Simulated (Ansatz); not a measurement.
**Straining Al3Ni2**

These are results of DFT PBEsol, scalar-relativistic, plane waves, PAW (Ansatz 0.2.0), not measurements. Run with 420 eV cutoff, 12×12×8 k-mesh, Gaussian smearing of 0.10 eV, no spin polarisation.

The relaxed crystal:

```
CELL_PARAMETERS angstrom
4.00314 0.00000 0.00000
-2.00157 3.46682 0.00000
0.00000 0.00000 4.85946
ATOMIC_POSITIONS crystal
Al 0.00000 0.00000 0.00000
Al 0.33333 0.66667 0.64778
Al 0.66667 0.33333 0.35222
Ni 0.33333 0.66667 0.14557
Ni 0.66667 0.33333 0.85443
```

Deformation: all cell vectors scaled alike, the atoms relaxed, all within the symmetry that the strain leaves. Energies are extrapolated to zero smearing. Stress is positive in compression, on the Cartesian axes of the cell above.

Strains computed: -3.0, -2.0, -1.0, +1.0, +2.0, +3.0 %.

(1) At which strain does the energy stand 5.6 meV/atom over the relaxed crystal with σxx = 4.49, σyy = 4.49, σzz = 4.78 GPa?

Results:

(1) -1.0 %.